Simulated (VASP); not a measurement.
# GaN (P6_3mc) in VASP: band structure with PBE

Aim: the band structure of GaN with PBE.

All numbers are computed with VASP 6.6.1; they aren't measurements. Logs are shortened: lines on timing, memory, paths and dates and some standing lists are left out, and cuts for length are marked.

### 1 Starting point

Symmetry: P6_3mc, No. 186, hexagonal system. Conventional cell: a = 3.219 Å, b = 3.219 Å, c = 5.244 Å, α = 90.00°, β = 90.00°, γ = 120.00°. Ga (site symmetry 3m) has 4 N at 1.97 to 1.98 Å as nearest neighbours. N (site symmetry 3m) has 4 Ga at 1.97 to 1.98 Å as nearest neighbours.

### 2 Band structure, PBE, non-collinear spin, zero start, spin-orbit coupling

INCAR reads:

```
SYSTEM = GaN
PREC     = Accurate       ! precision mode
ENCUT    = 520            ! plane-wave cutoff, eV
EDIFF    = 1E-7           ! SCF threshold, eV
ISMEAR   = 0              ! smearing method
SIGMA    = 0.02           ! smearing width, eV
LREAL    = .FALSE.        ! projectors in reciprocal space
LASPH    = .TRUE.         ! aspherical terms in the spheres
NELM     = 100            ! most SCF steps
ALGO     = Normal         ! electronic algorithm
ISIF     = 2              ! what is computed and relaxed
LWAVE    = .FALSE.        ! write WAVECAR
LCHARG   = .FALSE.        ! write CHGCAR
MAGMOM   = 0 0 0 0 0 0 0 0 0 0 0 0 ! initial moments
LORBIT   = 11             ! projections on sites
LSORBIT  = .TRUE.         ! spin-orbit coupling
GGA_COMPAT= .FALSE.      
GGA      = PE             ! functional
NBANDS   = 50             ! bands
KPAR     = 4
```

KPOINTS reads:

```
Automatic mesh
0
G
  12 12 6
  0 0 0
```

POSCAR reads:

```
GaN                                     
1.0
    3.2186943943      0.0000000000      0.0000000000
   -1.6093471971      2.7874711083      0.0000000000
    0.0000000000      0.0000000000      5.2443324958
  Ga              N             
     2     2
Direct
     0.3333333300000021    0.6666666699999979    0.9991469135533748
     0.6666666699999979    0.3333333300000021    0.4991469135533748
     0.3333333300000021    0.6666666699999979    0.3758530864466252
     0.6666666699999979    0.3333333300000021    0.8758530864466252
```

KPOINTS_OPT reads:

```
path GMKGALHA,LM,KH
15
line-mode
reciprocal
 0.0000000000  0.0000000000  0.0000000000  G
 0.5000000000  0.0000000000  0.0000000000  M

 0.5000000000  0.0000000000  0.0000000000  M
 0.3333333333  0.3333333333  0.0000000000  K

 0.3333333333  0.3333333333  0.0000000000  K
 0.0000000000  0.0000000000  0.0000000000  G

 0.0000000000  0.0000000000  0.0000000000  G
 0.0000000000  0.0000000000  0.5000000000  A

 0.0000000000  0.0000000000  0.5000000000  A
 0.5000000000  0.0000000000  0.5000000000  L

 0.5000000000  0.0000000000  0.5000000000  L
 0.3333333333  0.3333333333  0.5000000000  H

 0.3333333333  0.3333333333  0.5000000000  H
 0.0000000000  0.0000000000  0.5000000000  A

 0.5000000000  0.0000000000  0.5000000000  L
 0.5000000000  0.0000000000  0.0000000000  M

 0.3333333333  0.3333333333  0.0000000000  K
 0.3333333333  0.3333333333  0.5000000000  H
```

Potentials or basis: VASP PAW PBE potentials, release 64 (Ga_d, N).

Command:

```sh
> cat potpaw_PBE.64/Ga_d/POTCAR potpaw_PBE.64/N/POTCAR > POTCAR
> mpirun -np 4 vasp_ncl > vasp.out
```

OUTCAR:

```text
SYSTEM = GaN
   PREC = Accurate
   ENCUT = 520
   EDIFF = 1E-7
   ISMEAR = 0
   LREAL = .FALSE.
   LASPH = .TRUE.
   NELM = 100
   ISIF = 2
   LORBIT = 11
   LSORBIT = .TRUE.
   GGA = PE

 ion  position               nearest neighbor table
   1  0.333  0.667  0.999-   4 1.97   4 1.97   4 1.97   3 1.98
   2  0.667  0.333  0.499-   3 1.97   3 1.97   3 1.97   4 1.98
   3  0.333  0.667  0.376-   2 1.97   2 1.97   2 1.97   1 1.98
   4  0.667  0.333  0.876-   1 1.97   1 1.97   1 1.97   2 1.98

  LATTYP: Found a hexagonal cell.
 ALAT       =     3.2186943943
 C/A-ratio  =     1.6293353308

  Lattice vectors:

 A1 = (   3.2186943943,   0.0000000000,   0.0000000000)
 A2 = (  -1.6093471971,   2.7874711083,   0.0000000000)
 A3 = (   0.0000000000,   0.0000000000,   5.2443324958)

Analysis of symmetry for initial positions (statically):
=====================================================================
 Subroutine PRICEL returns:
 Original cell was already a primitive cell.

 Routine SETGRP: Setting up the symmetry group for a
 hexagonal supercell.

 Subroutine GETGRP returns: Found 12 space group operations
 (whereof  6 operations were pure point group operations)
 out of a pool of 24 trial point group operations.

The static configuration has the point symmetry C_3v.
 The point group associated with its full space group is C_6v.

Analysis of symmetry for dynamics (positions and initial velocities):
=====================================================================
 Subroutine PRICEL returns:
 Original cell was already a primitive cell.

 Routine SETGRP: Setting up the symmetry group for a
 hexagonal supercell.

 Subroutine GETGRP returns: Found 12 space group operations
 (whereof  6 operations were pure point group operations)
 out of a pool of 24 trial point group operations.

The dynamic configuration has the point symmetry C_3v.
 The point group associated with its full space group is C_6v.

Analysis of structural, dynamic, and magnetic symmetry:
=====================================================================
 Subroutine PRICEL returns:
 Original cell was already a primitive cell.

 Routine SETGRP: Setting up the symmetry group for a
 hexagonal supercell.

 Subroutine GETGRP returns: Found 12 space group operations
 (whereof  6 operations were pure point group operations)
 out of a pool of 24 trial point group operations.

The overall configuration has the point symmetry C_3v.
 The point group associated with its full space group is C_6v.

 Subroutine INISYM returns: Found 12 space group operations
 (whereof  6 operations are pure point group operations),
 and found     1 'primitive' translations

----------------------------------------------------------------------------------------

                                     Primitive cell

  volume of cell :      47.0522

  direct lattice vectors                    reciprocal lattice vectors
     3.218694394  0.000000000  0.000000000     0.310684979  0.179374056  0.000000000
    -1.609347197  2.787471108  0.000000000     0.000000000  0.358748113  0.000000000
     0.000000000  0.000000000  5.244332496     0.000000000  0.000000000  0.190682036

  length of vectors
     3.218694394  3.218694391  5.244332496     0.358748113  0.358748113  0.190682036

  position of ions in fractional coordinates (direct lattice)
     0.333333330  0.666666670  0.999146914
     0.666666670  0.333333330  0.499146914
     0.333333330  0.666666670  0.375853086
     0.666666670  0.333333330  0.875853086

  ion indices of the primitive-cell ions
   primitive index   ion index
                 1           1
                 2           2
                 3           3
                 4           4

[... 92 lines left out ...]
  volume/ion in A,a.u.               =      11.76        79.38
  Fermi-wavevector in a.u.,A,eV,Ry     =   1.497323  2.829531 30.503946  2.241977
  Thomas-Fermi vector in A             =   2.609226
   LORBIT       =     11    0 simple, 1 ext, 2 COOP (PROOUT), +10 PAW based schemes
   GGA     = PE    functional components
   LHFCALC =     F    Hartree Fock is set to
   AEXX    =    0.0000 exact exchange contribution
   IVDW    =     0    specifies the selected vdW correction
   LEPSILON=     F    determine dielectric tensor
   LRPA    =     F    only Hartree local field effects (RPA)
 Gauss-broadening in eV      SIGMA  =   0.02
  energy-cutoff  :      520.00
  volume of cell :       47.05
 maximum number of plane-waves:      2584
   NGX = 11   NGY = 11   NGZ = 19

 number of electron      35.9999956 magnetization       0.0000000      0.0000000      0.0000000

 number of electron      35.9999957 magnetization      -0.0000000      0.0000000     -0.0000000

 number of electron      35.9999956 magnetization      -0.0000000      0.0000000      0.0000000

 number of electron      35.9999956 magnetization      -0.0000000     -0.0000000     -0.0000000

 Free energy of the ion-electron system (eV)
  ---------------------------------------------------
  ext. energy  EPLUGINS =         0.00000000
  ---------------------------------------------------
  free energy    TOTEN  =       -24.33847610 eV

  energy without entropy =      -24.33847610  energy(sigma->0) =      -24.33847610

 E-fermi :   5.1133     XC(G=0): -11.5128

 val. band max:        5.0072586933   @ k =   0.0000   0.0000   0.0000
 cond. band min:       6.7168031308   @ k =   0.0000   0.0000   0.0000
 fundamental gap:      1.7095444376
 Fermi energy:         5.1132620805

 k-point     1 :       0.0000    0.0000    0.0000
  band No.  band energies     occupation
      1     -10.7280      1.00000
      2     -10.7280      1.00000
      3      -9.9173      1.00000
      4      -9.9173      1.00000
      5      -8.6130      1.00000
      6      -8.6130      1.00000
[... 1213 lines left out ...]
     47      15.3546      0.00000
     48      15.3553      0.00000

 [... further k-points ...]

 [bands above 48 left out]

------------------------ aborting loop because EDIFF is reached ----------------------------------------

  FORCE on cell =-STRESS in cart. coord.  units (eV):
  Direction    XX          YY          ZZ          XY          YZ          ZX
  --------------------------------------------------------------------------------------
  -------------------------------------------------------------------------------------
  Total        0.0507471      0.0507471      0.0521461      0.0000000      0.0000000      0.0000000
  in kB        1.7279905      1.7279905      1.7756296      0.0000000      0.0000000      0.0000000
  external PRESSURE =       1.7438702 kB  Pullay stress =       0.0000000 kB

 VOLUME and BASIS-vectors are now :
 -----------------------------------------------------------------------------
  energy-cutoff  :      520.00
  volume of cell :       47.05
      direct lattice vectors                 reciprocal lattice vectors
     3.218694394  0.000000000  0.000000000     0.310684979  0.179374056  0.000000000
    -1.609347197  2.787471108  0.000000000     0.000000000  0.358748113  0.000000000
     0.000000000  0.000000000  5.244332496     0.000000000  0.000000000  0.190682036

 POSITION                                       TOTAL-FORCE (eV/Angst)
 -----------------------------------------------------------------------------------
     -0.00000      1.85831      5.23986         0.000000      0.000000     -0.000438
      1.60935      0.92916      2.61769        -0.000000      0.000000     -0.000438
     -0.00000      1.85831      1.97110        -0.000000      0.000000      0.000438
      1.60935      0.92916      4.59326         0.000000     -0.000000      0.000438
 -----------------------------------------------------------------------------------
    total drift:                               -0.000011      0.000006     -0.001102

  FREE ENERGIE OF THE ION-ELECTRON SYSTEM (eV)
  ---------------------------------------------------
  free  energy   TOTEN  =       -24.3384761046 eV

  energy  without entropy=      -24.3384761046  energy(sigma->0) =      -24.33847610

 Spin-Orbit-Coupling matrix elements

 Ion:    1  E_soc:     -0.0105848
 l=   1
     0.0000000    -0.0009458    -0.0009528
    -0.0009458     0.0000000    -0.0009458
    -0.0009528    -0.0009458     0.0000000
 l=   2
     0.0000000    -0.0001618     0.0000000    -0.0001618    -0.0006577
    -0.0001618     0.0000000    -0.0004920    -0.0001592    -0.0001618
     0.0000000    -0.0004920     0.0000000    -0.0004920     0.0000000
    -0.0001618    -0.0001592    -0.0004920     0.0000000    -0.0001618
    -0.0006577    -0.0001618     0.0000000    -0.0001618     0.0000000
 l=   3
     0.0000000     0.0000000     0.0000000     0.0000000     0.0000000     0.0000000     0.0000000
     0.0000000     0.0000000     0.0000000     0.0000000     0.0000000     0.0000000     0.0000000
     0.0000000     0.0000000     0.0000000     0.0000000     0.0000000     0.0000000     0.0000000
     0.0000000     0.0000000     0.0000000     0.0000000     0.0000000     0.0000000     0.0000000
[... 49 lines left out ...]
 l=   2
     0.0000000     0.0000000     0.0000000     0.0000000     0.0000000
     0.0000000     0.0000000     0.0000000     0.0000000     0.0000000
     0.0000000     0.0000000     0.0000000     0.0000000     0.0000000
     0.0000000     0.0000000     0.0000000     0.0000000     0.0000000
     0.0000000     0.0000000     0.0000000     0.0000000     0.0000000
 l=   3
     0.0000000     0.0000000     0.0000000     0.0000000     0.0000000     0.0000000     0.0000000
     0.0000000     0.0000000     0.0000000     0.0000000     0.0000000     0.0000000     0.0000000
     0.0000000     0.0000000     0.0000000     0.0000000     0.0000000     0.0000000     0.0000000
     0.0000000     0.0000000     0.0000000     0.0000000     0.0000000     0.0000000     0.0000000
     0.0000000     0.0000000     0.0000000     0.0000000     0.0000000     0.0000000     0.0000000
     0.0000000     0.0000000     0.0000000     0.0000000     0.0000000     0.0000000     0.0000000
     0.0000000     0.0000000     0.0000000     0.0000000     0.0000000     0.0000000     0.0000000

 total charge

# of ion       s       p       d       tot
------------------------------------------
    1        0.783   0.862  10.162  11.807
    2        0.783   0.862  10.162  11.807
    3        1.225   2.499   0.000   3.724
    4        1.225   2.499   0.000   3.724
--------------------------------------------------
tot          4.015   6.723  20.324  31.062

 magnetization (x)

# of ion       s       p       d       tot
------------------------------------------
    1       -0.000  -0.000   0.000  -0.000
    2        0.000   0.000   0.000   0.000
    3        0.000   0.000   0.000   0.000
    4        0.000   0.000   0.000   0.000
--------------------------------------------------
tot          0.000   0.000   0.000   0.000

 magnetization (y)

# of ion       s       p       d       tot
------------------------------------------
    1       -0.000   0.000   0.000  -0.000
    2        0.000   0.000   0.000   0.000
    3        0.000   0.000   0.000   0.000
    4        0.000   0.000   0.000   0.000
--------------------------------------------------
tot          0.000   0.000   0.000   0.000

 magnetization (z)

# of ion       s       p       d       tot
------------------------------------------
    1       -0.000  -0.000   0.000  -0.000
    2       -0.000  -0.000   0.000  -0.000
    3       -0.000  -0.000   0.000  -0.000
    4       -0.000   0.000   0.000   0.000
--------------------------------------------------
tot         -0.000  -0.000   0.000  -0.000
```

Run time: 2 min. Hardware: 4 MPI ranks of Intel Xeon 6975P-C (Granite Rapids), shared host; peak memory 0.73 GiB.

What came out:

```
Free energy                                           : -24.3385 eV
Pressure                                              : 0.2 GPa
Net moment                                            : 0.00 μB per cell
Valence electrons inside the program's atomic spheres : Ga 11.81; N 3.72
```

Moments on the atoms (μB; x, y, z):
```
Ga  0.00 0.00 0.00
Ga  0.00 0.00 0.00
N   0.00 0.00 0.00
N   0.00 0.00 0.00
```
